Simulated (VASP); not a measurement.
# InAs (F-43m) in VASP: notebook, part 3 of 3

VASP 6.6.1.

### 4 Single point, PBE

This run uses another cell than the first one, of 27.49 Å³/atom.

The input, INCAR:

```
SYSTEM = InAs
PREC = Accurate
ENCUT = 500
EDIFF = 1E-6
ISMEAR = -1
SIGMA = 0.05
LREAL = .False.
LASPH = .True.
NELM = 120
ALGO = Normal
ISIF = 2
LWAVE = .False.
LCHARG = .False.
GGA = PE
NBANDS = 16
GGA_COMPAT = .False.
```

The input, KPOINTS:

```
regular mesh
0
Gamma
  6 6 6
  0 0 0
```

The input, POSCAR:

```
InAs
1.0
    0.0000000000      3.0180000000      3.0180000000
    3.0180000000      0.0000000000      3.0180000000
    3.0180000000      3.0180000000      0.0000000000
In As
1 1
Direct
    0.0000000000      0.0000000000      0.0000000000
    0.2500000000      0.2500000000      0.2500000000
```

On the command line:

```
> cat potpaw_PBE.64/In_d/POTCAR potpaw_PBE.64/As/POTCAR > POTCAR
> mpirun -np 1 vasp_std > vasp.out
```

Run time: 18 s. Hardware: 1 thread of Intel Xeon 8259CL, shared host; peak memory 0.18 GiB.

Results (log left out):

| Item | Value |
| --- | --- |
| Free energy | -7.6465 eV |
| Pressure | 4.4 GPa |
| Band gap on the k mesh | zero (filled and empty bands touch) |

Levels at points of the mesh, in eV from the Fermi level:
| k point | band 7 | band 8 | band 9 | band 10 | band 11 | band 12 |
| --- | --- | --- | --- | --- | --- | --- |
| (0.00, 0.00, 0.00) | -0.21 | -0.04 | -0.04 | -0.04 | 3.87 | 3.87 |
| (0.50, 0.00, 0.00) | -5.83 | -1.03 | -1.03 | 0.93 | 4.64 | 4.64 |
| (0.50, 0.50, 0.00) | -5.90 | -2.38 | -2.38 | 1.50 | 2.02 | 9.18 |

Caveat: the cell stands under pressure; semilocal functionals underestimate gaps, so a narrow gap can read as zero; spin-orbit coupling is left out, which moves the levels of the heavy elements.

### 5 Single point, PBE

This run uses another cell than the first one, of 28.31 Å³/atom.

The input, INCAR:

```
ALGO = Normal
EDIFF = 1E-6
ENCUT = 500
GGA = PE
GGA_COMPAT = F
ISIF = 2
ISMEAR = -1
LASPH = T
LCHARG = F
LREAL = F
LWAVE = F
NBANDS = 16
NELM = 120
PREC = Accurate
SIGMA = 0.05
```

The input, KPOINTS:

```
k-points
0
Gamma
  6 6 6
```

The input, POSCAR:

```
InAs
1.0
    0.0000000000      3.0478831316      3.0478831316
    3.0478831316      0.0000000000      3.0478831316
    3.0478831316      3.0478831316      0.0000000000
In As
1 1
Direct
    0.0000000000      0.0000000000      0.0000000000
    0.2500000000      0.2500000000      0.2500000000
```

Potentials or basis: VASP PAW PBE potentials, release 64 (In_d, As).

On the command line:

```
> cat potpaw_PBE.64/In_d/POTCAR potpaw_PBE.64/As/POTCAR > POTCAR
> mpirun -np 1 vasp_std > vasp.out
```

OUTCAR:

```text
EDIFF = 1E-6
   ENCUT = 500
   GGA = PE
   ISIF = 2
   ISMEAR = -1
   LASPH = T
   LREAL = F
   NELM = 120
   PREC = Accurate

 ion  position               nearest neighbor table
   1  0.000  0.000  0.000-   2 2.64   2 2.64   2 2.64   2 2.64
   2  0.250  0.250  0.250-   1 2.64   1 2.64   1 2.64   1 2.64

  LATTYP: Found a face centered cubic cell.
 ALAT       =     6.0957662632

  Lattice vectors:

 A1 = (   0.0000000000,   3.0478831316,   3.0478831316)
 A2 = (   3.0478831316,   0.0000000000,   3.0478831316)
 A3 = (   3.0478831316,   3.0478831316,   0.0000000000)

Analysis of symmetry for initial positions (statically):
=====================================================================
 Subroutine PRICEL returns:
 Original cell was already a primitive cell.

 Routine SETGRP: Setting up the symmetry group for a
 face centered cubic supercell.

 Subroutine GETGRP returns: Found 24 space group operations
 (whereof 24 operations were pure point group operations)
 out of a pool of 48 trial point group operations.
[... 149 lines left out ...]
  free energy    TOTEN  =        -7.68234721 eV

  energy without entropy =       -7.68139538  energy(sigma->0) =       -7.68187129

 E-fermi :   4.3095     XC(G=0):  -8.9848

 val. band max:        4.2733525519   @ k =   0.0000   0.0000   0.0000
 cond. band min:       5.1753305065   @ k =   0.5000   0.0000   0.0000
 fundamental gap:      0.9019779546
 Fermi energy:         4.3095462812

 k-point     1 :       0.0000    0.0000    0.0000
  band No.  band energies     occupation
      1     -10.0776      2.00000
      2     -10.0776      2.00000
      3     -10.0776      2.00000
      4      -9.9619      2.00000
      5      -9.9619      2.00000
      6      -7.4346      2.00000
[... 281 lines left out ...]
      3     -10.0083      2.00000
      4      -9.9816      2.00000
      5      -9.9493      2.00000
      6      -5.4872      2.00000
[... 8 lines left out ...]
     15      15.7703      0.00000
     16      16.0100      0.00000

------------------------ aborting loop because EDIFF is reached ----------------------------------------

  FORCE on cell =-STRESS in cart. coord.  units (eV):
  Direction    XX          YY          ZZ          XY          YZ          ZX
  --------------------------------------------------------------------------------------
  -------------------------------------------------------------------------------------
  Total        0.8924971      0.8924971      0.8924971      0.0000000      0.0000000      0.0000000
  in kB       25.2518068     25.2518068     25.2518068      0.0000000      0.0000000      0.0000000
  external PRESSURE =      25.2518068 kB  Pullay stress =       0.0000000 kB

 VOLUME and BASIS-vectors are now :
 -----------------------------------------------------------------------------
  energy-cutoff  :      500.00
  volume of cell :       56.63
      direct lattice vectors                 reciprocal lattice vectors
     0.000000000  3.047883132  3.047883132    -0.164048285  0.164048285  0.164048285
     3.047883132  0.000000000  3.047883132     0.164048285 -0.164048285  0.164048285
     3.047883132  3.047883132  0.000000000     0.164048285  0.164048285 -0.164048285

 POSITION                                       TOTAL-FORCE (eV/Angst)
 -----------------------------------------------------------------------------------
      0.00000      0.00000      0.00000        -0.000000     -0.000000     -0.000000
      1.52394      1.52394      1.52394         0.000000      0.000000      0.000000
 -----------------------------------------------------------------------------------
    total drift:                                0.000000      0.000000     -0.000000

  FREE ENERGIE OF THE ION-ELECTRON SYSTEM (eV)
  ---------------------------------------------------
  free  energy   TOTEN  =        -7.6823472092 eV

  energy  without entropy=       -7.6813953775  energy(sigma->0) =       -7.68187129
```

It took 21 s on 1 thread of Intel Xeon 8259CL, shared host; peak memory 0.18 GiB.

Results:

- Free energy: -7.6823 eV
- Pressure: 2.5 GPa
- Band gap on the k mesh: zero (filled and empty bands touch)

Levels at points of the mesh, in eV from the Fermi level:
```tsv
k point	band 5	band 6	band 7	band 8	band 9	band 10	band 11	band 12	band 13	band 14
(0.00, 0.00, 0.00)	-14.27	-11.74	-0.36	-0.04	-0.04	-0.04	3.86	3.86	3.86	7.39
(0.50, 0.00, 0.00)	-14.26	-10.35	-5.68	-0.99	-0.99	0.87	4.62	4.62	6.79	8.88
(0.50, 0.50, 0.00)	-14.25	-9.83	-5.77	-2.28	-2.28	1.55	2.02	8.99	9.07	9.07
```

Caveat: semilocal functionals underestimate gaps, so a narrow gap can read as zero; spin-orbit coupling is left out, which moves the levels of the heavy elements.

### 6 Single point, PBE

This run uses another cell than the first one, of 29.14 Å³/atom.

The input, INCAR:

```
SYSTEM = InAs
ALGO     = Normal         ! electronic algorithm
EDIFF    = 1E-6           ! SCF threshold, eV
ENCUT    = 500            ! plane-wave cutoff, eV
GGA      = PE             ! functional
GGA_COMPAT= .FALSE.      
ISIF     = 2              ! what is computed and relaxed
ISMEAR   = -1             ! smearing method
LASPH    = .TRUE.         ! aspherical terms in the spheres
LCHARG   = .FALSE.        ! write CHGCAR
LREAL    = .FALSE.        ! projectors in reciprocal space
LWAVE    = .FALSE.        ! write WAVECAR
NBANDS   = 16             ! bands
NELM     = 120            ! most SCF steps
PREC     = Accurate       ! precision mode
SIGMA    = 0.05           ! smearing width, eV
```

The input, KPOINTS:

```
k-points
0
G
  6 6 6
  0 0 0
```

The input, POSCAR:

```
InAs
1.0
    0.0000000000      3.0771914981      3.0771914981
    3.0771914981      0.0000000000      3.0771914981
    3.0771914981      3.0771914981      0.0000000000
In As
1 1
Direct
    0.0000000000      0.0000000000      0.0000000000
    0.2500000000      0.2500000000      0.2500000000
```

Potentials or basis: VASP PAW PBE potentials, release 64 (In_d, As).

On the command line:

```
> cat potpaw_PBE.64/In_d/POTCAR potpaw_PBE.64/As/POTCAR > POTCAR
> mpirun -np 1 vasp_std > vasp.out
```

Wall time 14 s (1 thread of Intel Xeon 8259CL, shared host); peak memory 0.18 GiB.

The run converged. Its results:

* Free energy: -7.7001 eV
* Pressure: 0.9 GPa
* Band gap on the k mesh: zero (filled and empty bands touch)

Levels at points of the mesh, in eV from the Fermi level:
```
           k point  band 7  band 8  band 9  band 10  band 11  band 12
(0.00, 0.00, 0.00)   -0.50   -0.04   -0.04    -0.04     3.84     3.84
(0.50, 0.00, 0.00)   -5.54   -0.95   -0.95     0.80     4.60     4.60
(0.50, 0.50, 0.00)   -5.66   -2.19   -2.19     1.59     2.01     8.82
```

Caveat: semilocal functionals underestimate gaps, so a narrow gap can read as zero; spin-orbit coupling is left out, which moves the levels of the heavy elements.

### 7 The runs side by side

```csv
cell,gap on the mesh (eV),pressure (GPa)
"a = 4.181 Å, angles 60.0°, 2 atoms",0.15,9.2
"a = 4.225 Å, angles 60.0°, 2 atoms",none,6.6
"a = 4.268 Å, angles 60.0°, 2 atoms",none,4.4
"a = 4.310 Å, angles 60.0°, 2 atoms",none,2.5
"a = 4.352 Å, angles 60.0°, 2 atoms",none,0.9
```

Alike in all rows: task single point; level PBE; potentials or basis VASP PAW PBE potentials, release 64 (In_d, As); no spin polarisation; k mesh 6 × 6 × 6; cutoff (eV) 500; smearing fermi-dirac 0.05 eV.

Caveats: spin-orbit coupling is left out, which moves the levels of the heavy elements; semilocal functionals underestimate gaps, so a narrow gap can read as zero (at least some runs); the cell stands under pressure (at least some runs).

Absolute energies hang on the potentials; compare differences alone.

### 8 How close it comes

Step 6. Against the measured gap of InAs, 0.418 eV (direct; 4.2 K; a printed reference work, data compilation), the calculated 0.00 eV is off by -0.42 eV. Spin-orbit coupling on As, In is left out. The value is that of PBE on a finite k mesh, which can miss the band edges, without temperature or zero-point motion. Semilocal functionals fall short of measured gaps as a rule.
